# Gaps of six III–V crystals: is a hybrid enough?

Site A carries boron, aluminium or gallium and site B the anion; Z is the atomic number. The quasiparticle gap is the G0W0 result. The k mesh is the grid of crystal momenta on which it was computed, Γ is zero momentum, and X is a point on the zone boundary.

Zincblende III–V crystals, computed with Ansatz 0.2.0 (plane-wave PAW, cutoff 420 eV, no spin polarisation) in cells relaxed with r2SCAN. Quasiparticle gaps are one-shot G0W0 on LDA with a screening cutoff of 140 eV, read only at points of the listed k mesh. PBE gaps (8×8×8 or 10×10×10 mesh) and HSE06 gaps (6×6×6) also include points off the mesh.

```tsv
formula	element on site A	Z A	element on site B	Z B	volume per atom (Å³)	k mesh	quasiparticle gap (eV)	band gap, PBE (eV)	band gap, HSE06 (eV)	rough cost, G0W0 (min)	rough cost, HSE06 (min)
BP	B	5	P	15	11.67	6×6×6	1.947	1.242	1.970	0.30	1.3
BAs	B	5	As	33	13.68	4×4×4	1.930	1.188	1.833	0.21	0.56
AlP	Al	13	P	15	20.56	4×4×4	2.234	1.602	2.285	0.14	1.1
AlAs	Al	13	As	33	22.88	4×4×4	1.990	1.460	2.093	0.35	1.3
GaN	Ga	31	N	7	11.38	6×6×6	2.906	1.756	3.005	0.32	1.3
GaP	Ga	31	P	15	20.24	4×4×4	2.042	1.603	2.261	0.45	2.4
```

**1. Which crystal has the widest gap, and do the three methods agree?**

GaN has the widest gap at every level of theory, but the methods disagree on how far it leads. In PBE the next crystal is only 0.15 eV behind, while in HSE06 the distance is 0.72 eV and in G0W0 0.67 eV. Read from PBE alone, the gap of GaN would seem hardly wider than that of GaP.

**2. What changes if aluminium is replaced by gallium in the phosphide?**

The least gap hardly changes in HSE06: AlP and GaP differ by 0.02 eV. The direct gap at Γ, however, falls by 1.36 eV. The two crystals have nearly the same volume per atom, so a change of size can't be the main reason.

The cause lies in the orbitals, as the standard bonding picture explains. In AlP and GaP the lowest empty state at Γ is an antibonding mixture of s orbitals and follows the s level of the metal atom. That level is deeper in gallium, whose filled 3d shell shields the nuclear charge incompletely. At or near X, where these two crystals have their conduction minimum, the empty state also contains p orbitals and feels the metal's s level much less. Changing the metal thus moves the Γ state strongly and leaves the least gap almost where it was.

**3. And if the phosphorus of GaP is replaced by nitrogen?**

Now the order of the two conduction states is reversed. In HSE06 the gap towards X grows from 2.26 eV in GaP to 4.45 eV in GaN, while the direct gap grows only from 2.80 to 3.01 eV. GaN therefore becomes direct, and the other five crystals are indirect. An electron in GaN can emit light without help from a lattice vibration. The same is true of its wurtzite form, which is the one used in light-emitting diodes.

Theory offers a reason for the uneven growth. The deep 2p level of nitrogen lowers the top of the valence band and so widens both gaps. At Γ much of this gain is probably lost again, because the empty state there has a large share of the anion's s orbital, and the 2s orbital of nitrogen is very deep. The state at X leans more on gallium p orbitals, which lie high, and so keeps more of the gain. Shorter bonds alone would hardly give this pattern, since moderate pressure widens the direct gap of GaP and slightly narrows the one towards X.

**4. Can a cheap PBE gap be mended by adding a constant?**

PBE places filled states too high, since an electron in them still feels part of its own charge. If this error were alike in all crystals, one constant would repair it:

$$E_\mathrm{HSE06} \approx E_\mathrm{PBE} + \Delta .$$

Here $E$ is the gap in each method and $\Delta$ the common correction. Fitted to the five indirect crystals, $\Delta$ is 0.67 eV, and none of the five is missed by more than 0.06 eV.

GaN, which was not part of the fit, is the real test. The estimate is $1.756 + 0.669 = 2.425$ eV, whereas HSE06 gives 3.005 eV, so the constant falls short by 0.58 eV. Multiplying the PBE gap by a common factor instead does somewhat better for GaN but worse for the other five. The printed output below holds both trials.

**5. Why does GaN need so much more than the others?**

The band edges show where the extra correction arises. Measured from the average potential of the same cell, the valence edge of GaN drops by 0.83 eV from PBE to HSE06. In the other crystals it drops by 0.38 to 0.47 eV. The conduction edge rises as well, but by less than the valence edge falls in every crystal.

Part of the misfit comes from the kind of gap. The constant was fitted to gaps towards X, whereas the gap of GaN lies at Γ, where the hybrid raises the empty state more. In GaP the direct gap grows by 0.97 eV from PBE to HSE06, the least gap by only 0.66 eV. Even the larger figure is well short of the 1.25 eV of GaN, and that remaining difference comes from the valence edge.

Two neighbours in the table narrow down why the valence edge of GaN drops so far. BP is packed almost as tightly as GaN and has an ordinary drop, so short distances are not enough. GaP contains gallium and has an ordinary drop too, so gallium alone is not enough either. Nitrogen is the likeliest cause, alone or together with gallium. Strictly, the table also leaves open that gallium acts only at short distances, since no other crystal here combines the two.

Theory explains why nitrogen should matter. Its 2p orbital has no inner p shell to stay clear of and is therefore compact, while the 3p orbital of phosphorus is spread out. The tighter the charge, the larger the false repulsion of an electron by itself, and the more a filled state gains when the hybrid brings in exact exchange. The gallium 3d shell, which pushes against the nitrogen 2p states from below, may add to the effect; a single nitride can't separate the two. For another nitride, the constant of question 4 should be distrusted for the same reason. For a direct arsenide such as GaAs it should be distrusted too, because of the kind of gap.

**6. G0W0 puts BAs above HSE06 but BP below it. Is this a real difference?**

The change of sign is not real, as it comes from where the two methods look, but most of the contrast between the two crystals remains. In BP, BAs and GaP the conduction minimum lies slightly away from X. The HSE06 column includes that minimum, but G0W0 reads only the points of its mesh. For BAs this is worth 0.11 eV. When HSE06 is also read on its mesh points, G0W0 no longer lies above it but 0.01 eV below. So small a remainder means little, since the two meshes differ.

For BP the same step is worth almost as much, 0.09 eV, so it moves both crystals down together. Relative to HSE06, G0W0 places BAs higher than BP by 0.12 eV in the table and still by 0.10 eV on mesh points. Whether this contrast belongs to the crystals can't be told here, because G0W0 used a coarser mesh for BAs than for BP. Running both on the same dense mesh would test it.

Compared in this way, G0W0 lies below HSE06 in all six crystals, most of all in GaP, by 0.25 eV. Even this order should not be taken as a verdict on the hybrid. With such finite settings G0W0 typically falls 6 to 9 % short of its own converged gap. Raised by that amount, the GaN gap would be 3.1 to 3.2 eV and lie above the hybrid's value. On mesh points the same holds for the other crystals except GaP, which would stay below. The LDA calculations from which G0W0 starts also used PAW datasets made for PBE, and the effect of that mismatch on the gaps was not tested.

**7. Which differences between the crystals can be trusted?**

The lead of GaN in HSE06 and G0W0 is more than twice as large as the shortfall just named and is safe. AlP also lies above AlAs in all three methods. Spin-orbit coupling, which the calculations omit, would widen that difference, since it lifts the valence edge of arsenides by roughly 0.1 eV.

The G0W0 order of BP and BAs is not safe. They differ by 0.02 eV and were computed on different meshes, so even the second decimal of the G0W0 column can't be trusted here.

The G0W0 distance of 0.19 eV between AlP and GaP also calls for caution, because the hybrid finds almost none. The same G0W0 run gives GaP a dielectric constant of 21, more than twice the rough measured value of 9. For AlAs the run gives 16, which is also about twice the measured value. A coarse mesh can cause such an error, since it gives too much weight to Γ, where the direct gap of these two crystals is small. Screening that is too strong would weaken the exchange that opens the gap. Whether this is what lowers GaP is a guess, which a run on a denser mesh would settle.

**8. So when is a hybrid enough?**

It depends on the decision to be made. To learn whether one of these crystals is direct or indirect, PBE already suffices, as it agrees with HSE06 in all six. For the size of the gap in the five phosphides and arsenides, which are all indirect, PBE plus the constant comes close to the hybrid. For GaN the hybrid itself has to be run, because the constant falls far short there.

G0W0 goes a step further in principle: it works out the screening of each material, where HSE06 uses one fixed recipe for all. At the present settings that advantage can't be cashed in, since the distance between the two methods on mesh points is no larger than the usual shortfall of G0W0, except in GaP, where the computed screening is most in doubt. Nor does their closeness prove either right: both leave GaN below its measured gap, which is roughly 3.2 eV for the zincblende form.

The cost columns don't settle the choice either. HSE06 took about three to eight times as long as G0W0, but the times are rough and most of the G0W0 runs used a coarser mesh. A G0W0 calculation good enough to correct the hybrid would need more bands and denser meshes, and its cost would rise accordingly. Until then, little is gained by going beyond the hybrid for these gaps, provided an error of two or three tenths of an electronvolt can be borne.

The analysis program printed:

```
Gap corrections and band edges, eV:
   row  HSE06 less PBE  valence edge shift  conduction edge shift  G0W0 less LDA  direct gap HSE06
    BP           0.728              -0.413                  0.315          0.651             4.344
   BAs           0.645              -0.382                  0.262          0.612             4.112
   AlP           0.683              -0.471                  0.212          0.803             4.157
  AlAs           0.633              -0.441                  0.192          0.662             2.875
   GaN           1.249              -0.831                  0.419          1.137             3.005
   GaP           0.658              -0.434                  0.225          0.584             2.799
G0W0 against HSE06, eV:
   row  HSE06 on mesh points  missed by mesh  G0W0 less HSE06  same on mesh points  G0W0 raised for 6 %  G0W0 raised for 9 %
    BP                 2.063           0.093           -0.023               -0.116                2.071                 2.14
   BAs                 1.941           0.108            0.097               -0.011                2.053                2.121
   AlP                 2.285               0           -0.051               -0.051                2.377                2.455
  AlAs                 2.093               0           -0.103               -0.103                2.117                2.187
   GaN                 3.005               0           -0.099               -0.099                3.091                3.193
   GaP                  2.29           0.029           -0.219               -0.248                2.172                2.244
fit of dH on 5 rows (Z_B > 7): constant 0.6694 +/- 0.017; rms 0.0337, worst BP -0.0586, leave-one-out rms 0.0421
  rows outside the fit (model, value, miss): GaN 0.6694, 1.249, -0.58
Constant ratio, GaN predicted less computed HSE06 gap, eV: -0.4063
Constant ratio, largest miss among the other five, eV: 0.132
Lead of GaN over the next widest gap, PBE, eV: 0.153
Lead of GaN over the next widest gap, HSE06, eV: 0.72
Lead of GaN over the next widest gap, G0W0, eV: 0.672
AlP less GaP, least gap, HSE06, eV: 0.024
AlP less GaP, G0W0, eV: 0.192
AlP less GaP, direct gap, HSE06, eV: 1.358
GaN, HSE06, from valence edge to conduction state at X, eV: 4.453
BP less BAs, G0W0, eV: 0.017
Least ratio of rough costs, HSE06 to G0W0: 2.667
Largest ratio of rough costs, HSE06 to G0W0: 7.857
```
